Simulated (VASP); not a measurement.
Wanted: the native input for a VASP 6.6.1 run.

- Task: single point
- Functional: PBEsol
- Potentials or basis: VASP PAW PBE potentials, release 64 (Cs_sv, Pb_d, Br)
- Cutoff: 520 eV
- k mesh: 6 × 6 × 6
- Occupations: gaussian, width 0.05 eV
- Spin: no spin polarisation
- Dipole correction: no
- Further INCAR settings: ALGO = Fast; EDIFF = 1e-06; NBANDS = 30

The structure of CsPbBr3 lies in POSCAR:

```
CsPbBr3
1.0
    5.8700000000      0.0000000000      0.0000000000
    0.0000000000      5.8700000000      0.0000000000
    0.0000000000      0.0000000000      5.8700000000
Cs Pb Br
1 1 3
Direct
    0.0000000000      0.0000000000      0.0000000000
    0.5000000000      0.5000000000      0.5000000000
    0.0000000000      0.5000000000      0.5000000000
    0.5000000000      0.0000000000      0.5000000000
    0.5000000000      0.5000000000      0.0000000000
```

Measurements of this composition are mostly on another form, of space group No. 62.

These files were run (other wordings do the same):

INCAR

```
ALGO = Fast
EDIFF = 1E-6
ENCUT = 520
GGA = PS
ISIF = 2
ISMEAR = 0
LASPH = True
LCHARG = True
LELF = True
LREAL = False
LVHAR = True
LWAVE = False
NBANDS = 30
NELM = 100
PREC = Accurate
SIGMA = 0.05
```

KPOINTS

```
k-points
0
Gamma
  6 6 6
```

Potentials or basis: VASP PAW PBE potentials, release 64 (Cs_sv, Pb_d, Br).

The run is started by

```console
$ cat potpaw_PBE.64/Cs_sv/POTCAR potpaw_PBE.64/Pb_d/POTCAR potpaw_PBE.64/Br/POTCAR > POTCAR
$ mpirun -np 1 vasp_std > vasp.out
```

Results of the run:

| Quantity | Value |
| --- | --- |
| Pressure | 0.0 GPa |
| Band gap on the k mesh | 1.43 eV, direct |

Caveat: the PAW data sets were made with another functional, which shifts forces and pressure a little; spin-orbit coupling is left out, which as a rule narrows the gap of such compounds by several tenths of an eV.

Run time: 67 s on 1 thread of Intel(R) Xeon(R) 6975P-C (Granite Rapids), with other jobs on the host, peak memory 0.4 GiB.
